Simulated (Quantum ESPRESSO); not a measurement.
# Ti2O (P-3m1) in Quantum ESPRESSO: phonons with PBEsol

Aim: the phonons of Ti2O with PBEsol.

Everything below comes from runs of Quantum ESPRESSO 7.5. Logs are shortened: lines on timing, memory, paths and dates and some standing lists are left out, and cuts for length are marked.

**1. Starting point**

Symmetry: P-3m1, No. 164, trigonal system. The conventional cell has a = 2.919 Å, b = 2.919 Å, c = 4.713 Å, α = 90.00°, β = 90.00°, γ = 120.00°. Around Ti (site symmetry 3m) lie 3 O at 2.14 Å. Around O (site symmetry -3m) lie 6 Ti at 2.14 Å.

**2. Phonons, PBEsol**

File pw.in:

```
&CONTROL
  calculation = 'scf'
  prefix = 'pwscf'
  outdir = './tmp'
  pseudo_dir = './pseudo'
  tprnfor = .true.
  tstress = .true.
  disk_io = 'low'
/
&SYSTEM
  ibrav = 0
  celldm(1) = 8
  nat = 3
  ntyp = 2
  ecutwfc = 45
  ecutrho = 360
  nbnd = 22
  occupations = 'smearing'
  smearing = 'mv'
  degauss = 0.01999163
/
&ELECTRONS
  conv_thr = 6d-10
  electron_maxstep = 120
  mixing_beta = 0.5
/
ATOMIC_SPECIES
Ti    47.8670 ti_pbesol_v1.4.uspp.F.UPF
O     15.9990 o_pbesol_v1.2.uspp.F.UPF
CELL_PARAMETERS alat
  0.6896083060291   0.0000000000000   0.0000000000000
 -0.3448041530145   0.5972183116800   0.0000000000000
  0.0000000000000   0.0000000000000   1.1132849031702
ATOMIC_POSITIONS crystal
Ti     0.3333333333    0.6666666667    0.7212600000
Ti     0.6666666667    0.3333333333    0.2787400000
O      0.0000000000    0.0000000000    0.0000000000
K_POINTS automatic
10 10 6 0 0 0
```

File relax.in:

```
&CONTROL
  calculation = 'vc-relax'
  prefix = 'pwscf'
  outdir = './tmp'
  pseudo_dir = './pseudo'
  tprnfor = .true.
  tstress = .true.
  disk_io = 'low'
  nstep = 40
  forc_conv_thr = 0.0001
  etot_conv_thr = 1d-06
/
&SYSTEM
  ibrav = 0
  celldm(1) = 8
  nat = 3
  ntyp = 2
  ecutwfc = 45
  ecutrho = 360
  nbnd = 22
  occupations = 'smearing'
  smearing = 'mv'
  degauss = 0.01999163
/
&ELECTRONS
  conv_thr = 6d-10
  electron_maxstep = 120
  mixing_beta = 0.5
/
&IONS
  ion_dynamics = 'bfgs'
/
&CELL
  cell_dynamics = 'bfgs'
  press = 0
  press_conv_thr = 0.2
/
ATOMIC_SPECIES
Ti    47.8670 ti_pbesol_v1.4.uspp.F.UPF
O     15.9990 o_pbesol_v1.2.uspp.F.UPF
CELL_PARAMETERS alat
  0.6896083060279   0.0000000000000   0.0000000000000
 -0.3448041530140   0.5972183116809   0.0000000000000
  0.0000000000000   0.0000000000000   1.1132849031702
ATOMIC_POSITIONS crystal
Ti     0.3333333333    0.6666666667    0.7212600000
Ti     0.6666666667    0.3333333333    0.2787400000
O      0.0000000000    0.0000000000    0.0000000000
K_POINTS automatic
10 10 6 0 0 0
```

File scf2.in:

```
&CONTROL
  calculation = 'scf'
  prefix = 'pwscf'
  outdir = './tmp'
  pseudo_dir = './pseudo'
  tprnfor = .true.
  tstress = .true.
  disk_io = 'low'
/
&SYSTEM
  ibrav = 0
  celldm(1) = 8
  nat = 3
  ntyp = 2
  ecutwfc = 45
  ecutrho = 360
  nbnd = 22
  occupations = 'smearing'
  smearing = 'mv'
  degauss = 0.01999163
/
&ELECTRONS
  conv_thr = 1d-13
  electron_maxstep = 120
  mixing_beta = 0.5
  startingpot = 'file'
  startingwfc = 'file'
/
ATOMIC_SPECIES
Ti    47.8670 ti_pbesol_v1.4.uspp.F.UPF
O     15.9990 o_pbesol_v1.2.uspp.F.UPF
CELL_PARAMETERS alat
  0.6977656914256  -0.0000000000000   0.0000000000000
 -0.3488828457128   0.6042828146638   0.0000000000000
  0.0000000000000   0.0000000000000   1.1161688233033
ATOMIC_POSITIONS crystal
Ti     0.3333333333    0.6666666667    0.7369827310
Ti     0.6666666667    0.3333333333    0.2630172690
O      0.0000000000    0.0000000000    0.0000000000
K_POINTS automatic
10 10 6 0 0 0
```

File ph.in:

```
phonons of Ti2O
&INPUTPH
  prefix = 'pwscf'
  outdir = './tmp'
  tr2_ph = 1d-18
  fildyn = 'dyn'
  niter_ph = 90
  alpha_mix(1) = 0.4
/
0.0000000000 0.0000000000 0.0000000000
```

File dynmat.in:

```
&INPUT
  fildyn = 'dyn'
  asr = 'crystal'
  filout = 'dynmat.disp'
  fileig = 'dynmat.eig'
/
```

Potentials or basis: GBRV 1.5 PBEsol.

Launch:

```sh
> OMP_NUM_THREADS=1 pw.x -in pw.in > pw.out
> OMP_NUM_THREADS=1 pw.x -in relax.in > relax.out
> OMP_NUM_THREADS=1 pw.x -in scf2.in > scf2.out
> OMP_NUM_THREADS=1 ph.x -in ph.in > ph.out
> OMP_NUM_THREADS=1 dynmat.x -in dynmat.in > dynmat.out
```

pw.out:

```text
This program is part of the open-source Quantum ESPRESSO suite
     for quantum simulation of materials; please cite
         "P. Giannozzi et al., J. Phys.:Condens. Matter 21 395502 (2009);
         "P. Giannozzi et al., J. Phys.:Condens. Matter 29 465901 (2017);
         "P. Giannozzi et al., J. Chem. Phys. 152 154105 (2020);
     in publications or presentations arising from this work. More details at

     Message from routine setup:
     using ibrav=0 with symmetry is DISCOURAGED, use correct ibrav instead

     G-vector sticks info
     --------------------
     sticks:   dense  smooth     PW     G-vecs:    dense   smooth      PW
     Sum         757     379    121                27149     9525    1701

     Using Slab Decomposition

     bravais-lattice index     =            0
     lattice parameter (alat)  =       8.0000  a.u.
     unit-cell volume          =     234.7534 (a.u.)^3
     number of atoms/cell      =            3
     number of atomic types    =            2
     number of electrons       =        30.00
     number of Kohn-Sham states=           22
     kinetic-energy cutoff     =      45.0000  Ry
     charge density cutoff     =     360.0000  Ry
     scf convergence threshold =      6.0E-10
     mixing beta               =       0.5000
     number of iterations used =            8  plain     mixing
     Exchange-correlation= SLA  PW   PSX  PSC
                           (   1   4  10   8   0   0   0)

     celldm(1)=   8.000000  celldm(2)=   0.000000  celldm(3)=   0.000000
     celldm(4)=   0.000000  celldm(5)=   0.000000  celldm(6)=   0.000000

     crystal axes: (cart. coord. in units of alat)
               a(1) = (   0.689608   0.000000   0.000000 )
               a(2) = (  -0.344804   0.597218   0.000000 )
               a(3) = (   0.000000   0.000000   1.113285 )

     reciprocal axes: (cart. coord. in units 2 pi/alat)
               b(1) = (  1.450099  0.837215 -0.000000 )
               b(2) = (  0.000000  1.674430  0.000000 )
               b(3) = (  0.000000 -0.000000  0.898243 )

     PseudoPot. # 1 for Ti read from file:
     ti_pbesol_v1.4.uspp.F.UPF
     Pseudo is Ultrasoft + core correction, Zval = 12.0
     Generated by new atomic code, or converted to UPF format
     Using radial grid of  851 points,  6 beta functions with:
                l(1) =   0
                l(2) =   0
                l(3) =   1
                l(4) =   1
                l(5) =   2
                l(6) =   2
     Q(r) pseudized with  6 coefficients,  rinner =    1.000   1.000   1.000
                                                       1.000   1.000

     PseudoPot. # 2 for O  read from file:
     o_pbesol_v1.2.uspp.F.UPF
     Pseudo is Ultrasoft + core correction, Zval =  6.0
     Generated by new atomic code, or converted to UPF format
     Using radial grid of  737 points,  5 beta functions with:
                l(1) =   0
                l(2) =   0
                l(3) =   1
                l(4) =   1
                l(5) =   2
     Q(r) pseudized with  8 coefficients,  rinner =    0.900   0.900   0.900
                                                       0.900   0.900

     atomic species   valence    mass     pseudopotential
     Ti               12.00    47.86700     Ti( 1.00)
     O                 6.00    15.99900     O ( 1.00)

     12 Sym. Ops., with inversion, found

   Cartesian axes

     site n.     atom                  positions (alat units)
         1        Ti     tau(   1) = (  -0.0000000   0.3981455   0.8029679  )
         2        Ti     tau(   2) = (   0.3448042   0.1990728   0.3103170  )
         3        O      tau(   3) = (   0.0000000   0.0000000   0.0000000  )

     number of k points=    72  Marzari-Vanderbilt smearing, width (Ry)=  0.0200
                       cart. coord. in units 2pi/alat
        k(    1) = (   0.0000000   0.0000000   0.0000000), wk =   0.0033333
        k(    2) = (   0.0000000   0.0000000   0.1497071), wk =   0.0066667
        k(    3) = (   0.0000000   0.0000000   0.2994142), wk =   0.0066667
        k(    4) = (   0.0000000   0.0000000  -0.4491213), wk =   0.0033333
        k(    5) = (   0.0000000   0.1674430   0.0000000), wk =   0.0200000
        k(    6) = (   0.0000000   0.1674430   0.1497071), wk =   0.0200000
[... 64 lines left out ...]
        k(   71) = (  -0.2900197   0.6697718  -0.1497071), wk =   0.0400000
        k(   72) = (  -0.2900197   0.6697718  -0.2994142), wk =   0.0400000

     Dense  grid:    27149 G-vectors     FFT dimensions: (  36,  36,  54)

     Smooth grid:     9525 G-vectors     FFT dimensions: (  24,  24,  40)

     Check: negative core charge=   -0.000016

     Initial potential from superposition of free atoms

     starting charge      27.9999, renormalised to      30.0000

     negative rho (up, down):  1.466E-03 0.000E+00
     Starting wfcs are   24 randomized atomic wfcs

     Self-consistent Calculation

     iteration #  1     ecut=    45.00 Ry     beta= 0.50
     Davidson diagonalization with overlap
     ethr =  1.00E-02,  avg # of iterations =  2.8

     negative rho (up, down):  1.441E-03 0.000E+00

     total energy              =    -270.51386498 Ry
     estimated scf accuracy    <       1.01196581 Ry

     iteration #  2     ecut=    45.00 Ry     beta= 0.50
     Davidson diagonalization with overlap
     ethr =  3.37E-03,  avg # of iterations =  2.7

     negative rho (up, down):  1.316E-03 0.000E+00

     total energy              =    -270.74158968 Ry
     estimated scf accuracy    <       0.14325798 Ry
[... 64 lines left out ...]
     iteration # 10     ecut=    45.00 Ry     beta= 0.50
     Davidson diagonalization with overlap
     ethr =  4.04E-11,  avg # of iterations =  2.2

     negative rho (up, down):  1.097E-03 0.000E+00

     total energy              =    -270.78637614 Ry
     estimated scf accuracy    <          1.4E-09 Ry

     iteration # 11     ecut=    45.00 Ry     beta= 0.50
     Davidson diagonalization with overlap
     ethr =  4.82E-12,  avg # of iterations =  2.5

     negative rho (up, down):  1.097E-03 0.000E+00

     End of self-consistent calculation

          k = 0.0000 0.0000 0.0000 (  1165 PWs)   bands (ev):

   -40.8916 -40.7057 -17.7447 -16.9487 -16.9487 -16.8383 -16.8215 -16.8215
    -4.9522   8.3615  10.2316  10.2316  12.2905  15.5829  16.3675  16.4567
    16.4567  16.9501  16.9501  17.3658  17.3658  20.2021

          k = 0.0000 0.0000 0.1497 (  1189 PWs)   bands (ev):

   -40.8843 -40.7132 -17.6926 -16.9455 -16.9455 -16.8977 -16.8247 -16.8247
    -4.9322   8.2253  10.2072  10.2072  12.6160  15.2826  16.4088  16.4088
    16.7082  16.9562  16.9562  17.6590  17.6590  19.9364

          k = 0.0000 0.0000 0.2994 (  1195 PWs)   bands (ev):

   -40.8675 -40.7305 -17.5542 -17.0505 -16.9386 -16.9386 -16.8316 -16.8316
    -4.8922   7.9859  10.1598  10.1598  13.3673  14.8250  16.1926  16.1926
    17.1933  17.4698  17.4698  18.0238  18.0238  19.2503
[... 91 lines left out ...]
          k = 0.0000 0.6698 0.2994 (  1203 PWs)   bands (ev):

   -40.7518 -40.6917 -17.5734 -17.5093 -17.1476 -17.0804 -16.9388 -16.9147
    -4.4788   7.8467   8.9787   9.7913  13.8919  14.6286  15.3300  16.5787
    17.1930  18.6552  18.8176  18.8652  19.3169  19.8863

          k = 0.0000 0.6698-0.4491 (  1202 PWs)   bands (ev):

   -40.7476 -40.6959 -17.5898 -17.5483 -17.0630 -17.0615 -16.9659 -16.9326
    -4.4919   7.9138   8.9892   9.8336  14.2958  14.5505  15.2554  15.8734
    16.8602  18.6534  18.7347  18.9822  19.0298  20.3507

          k = 0.0000-0.8372 0.0000 (  1200 PWs)   bands (ev):

   -40.7437 -40.6834 -17.5819 -17.4625 -17.1920 -17.1274 -17.0190 -16.8900
    -4.4329   7.7094   9.0512   9.6936  13.1520  14.6238  15.5489  17.2573
    17.6957  18.9981  19.0892  19.1556  19.2885  19.3348

          k = 0.0000-0.8372 0.1497 (  1210 PWs)   bands (ev):

   -40.7413 -40.6857 -17.6111 -17.4763 -17.1705 -17.1170 -16.9949 -16.9008
    -4.4372   7.7090   9.0446   9.7190  13.3466  14.6761  15.4539  16.9010
    17.4171  18.9194  19.0244  19.2321  19.5040  19.6962

          k = 0.0000-0.8372 0.2994 (  1202 PWs)   bands (ev):

   -40.7360 -40.6910 -17.6362 -17.5424 -17.0944 -17.0921 -16.9744 -16.9266
    -4.4459   7.7074   9.0339   9.7711  13.8656  14.7507  15.2949  16.1546
    16.9951  18.9345  19.0921  19.1649  19.5387  20.2456

          k = 0.0000-0.8372-0.4491 (  1188 PWs)   bands (ev):

   -40.7328 -40.6942 -17.6239 -17.5979 -17.0761 -17.0361 -16.9870 -16.9430
    -4.4502   7.7062   9.0297   9.7978  14.3855  14.5888  15.3805  15.5812
    16.8203  18.9814  19.1083  19.2728  19.3042  20.4701

          k = 0.1450 0.2512 0.0000 (  1178 PWs)   bands (ev):

   -40.8571 -40.6949 -17.6544 -17.1141 -17.0498 -16.9404 -16.8509 -16.8336
    -4.7987   8.6390   9.2592  10.0802  13.0917  14.6701  15.8674  16.7361
    16.9269  17.1889  17.5382  17.9873  18.1236  19.2657

          k = 0.1450 0.2512 0.1497 (  1187 PWs)   bands (ev):

   -40.8507 -40.7013 -17.6167 -17.1321 -17.0395 -16.9546 -16.8562 -16.8479
    -4.7893   8.5411   9.3274  10.0589  13.2615  14.6338  15.9229  16.6269
    16.8374  17.1878  17.7053  18.1155  18.2775  19.0458

          k = 0.1450 0.2512 0.2994 (  1183 PWs)   bands (ev):
[... 263 lines left out ...]
          k =-0.2900 0.6698-0.1497 (  1200 PWs)   bands (ev):

   -40.7419 -40.6852 -17.5016 -17.4525 -17.2505 -17.1195 -17.0060 -16.9490
    -4.4405   8.1123   9.0568   9.2773  13.9295  14.5737  15.0115  17.0237
    17.7346  17.8656  18.4534  19.1049  19.3553  20.0465

          k =-0.2900 0.6698-0.2994 (  1199 PWs)   bands (ev):

   -40.7364 -40.6907 -17.5379 -17.4825 -17.2372 -17.1057 -16.9911 -16.9219
    -4.4406   8.1353   9.0525   9.2009  14.1864  14.7910  15.1001  16.5991
    17.6267  17.7281  18.4413  19.1471  19.3789  19.8655

     the Fermi energy is    15.9952 ev

!    total energy              =    -270.78637614 Ry
     estimated scf accuracy    <          1.5E-11 Ry
     smearing contrib. (-TS)   =       0.00045641 Ry
     internal energy E=F+TS    =    -270.78683255 Ry

     The total energy is F=E-TS. E is the sum of the following terms:
     one-electron contribution =     -67.47941836 Ry
     hartree contribution      =      49.24909910 Ry
     xc contribution           =     -43.20626464 Ry
     ewald contribution        =    -209.35024865 Ry

     convergence has been achieved in  11 iterations

     negative rho (up, down):  1.097E-03 0.000E+00

     Forces acting on atoms (cartesian axes, Ry/au):

     atom    1 type  1   force =    -0.00000000    0.00000000    0.04974085
     atom    2 type  1   force =     0.00000000    0.00000000   -0.04974085
     atom    3 type  2   force =     0.00000000    0.00000000    0.00000000

     Total force =     0.070344     Total SCF correction =     0.000008

     Computing stress (Cartesian axis) and pressure

     negative rho (up, down):  1.097E-03 0.000E+00
          total   stress  (Ry/bohr**3)                   (kbar)     P=       46.39
   0.00019980  -0.00000000   0.00000000           29.39       -0.00        0.00
  -0.00000000   0.00019980   0.00000000           -0.00       29.39        0.00
   0.00000000   0.00000000   0.00054648            0.00        0.00       80.39

=------------------------------------------------------------------------------=
   JOB DONE.
=------------------------------------------------------------------------------=
```

Run time: 15 min. Hardware: 1 thread of Arm Neoverse V2, shared host; peak memory 0.16 GiB.

What came out:

```
Free energy                            : -3684.3325 eV
Relaxed volume                         : 11.90 Å³/atom
Relaxed cell                           : a = 2.954 Å, b = 2.954 Å, c = 4.725 Å, α = 90.00°, β = 90.00°, γ = 120.00°
Space group after relaxing (to 0.05 Å) : P-3m1 (No. 164)
Pressure after relaxing                : 0.0 GPa
Band gap on the k mesh                 : none (metal or under the smearing width)
Highest phonon frequency at Γ          : 504 cm⁻¹
```

Step by step:
| step | energy change (eV) | largest force (eV/Å) | pressure (GPa) | volume (Å³) |
| --- | --- | --- | --- | --- |
| 1 | 0.0000 | 1.2789 | 4.64 | 34.79 |
| 2 | -0.0648 | 0.6679 | -0.28 | 35.62 |
| 3 | -0.0872 | 0.2091 | -0.32 | 35.68 |
| 4 | -0.0930 | 0.0334 | -0.08 | 35.69 |
| 5 | -0.0954 | 0.0343 | -0.01 | 35.71 |
| 6 | -0.0957 | 0.0195 | -0.01 | 35.71 |
| 7 | -0.0958 | 0.0033 | 0.00 | 35.71 |
| 8 | -0.0958 | 0.0001 | 0.00 | 35.71 |

Final structure:
```
Ti O
1.0
     2.95393    0.00000    0.00000
    -1.47697    2.55818    0.00000
     0.00000    0.00000    4.72521
Ti O
2 1
Direct
  0.33333 0.66667 0.73698
  0.66667 0.33333 0.26302
  0.00000 0.00000 0.00000
```

Levels at points of the mesh, in eV from the Fermi level:
```tsv
k point	band 11	band 12	band 13	band 14	band 15	band 16	band 17	band 18	band 19	band 20
(0.00, 0.00, 0.00)	-6.32	-6.32	-3.61	0.02	0.23	0.61	0.61	1.08	1.08	1.23
(0.00, 0.00, -0.50)	-6.39	-6.39	-1.72	-1.54	0.12	0.12	1.33	2.07	2.07	2.16
(0.00, -0.50, 0.00)	-7.09	-6.72	-2.65	-1.26	-0.46	1.35	1.81	2.95	2.95	2.99
(0.00, -0.50, -0.50)	-7.13	-6.64	-1.65	-1.19	-0.56	-0.13	1.13	2.72	2.93	3.00
```

Phonon frequencies in cm⁻¹ (negative: imaginary):
```csv
q point,frequencies
"(0.000, 0.000, 0.000)",-3 -3 -1 162 162 297 448 448 504
```

Optical modes at Γ, degenerate ones joined:
| cm⁻¹ | components | symmetry | active in |
| --- | --- | --- | --- |
| 162 | 2 | Eg | Raman |
| 297 | 1 | A1g | Raman |
| 448 | 2 | Eu | IR |
| 504 | 1 | A2u | IR |

Caveat: the mesh is thin for the phonons of a metal; semilocal functionals often make such compounds metallic where correlation or magnetic order opens a gap, which also shifts bond lengths.
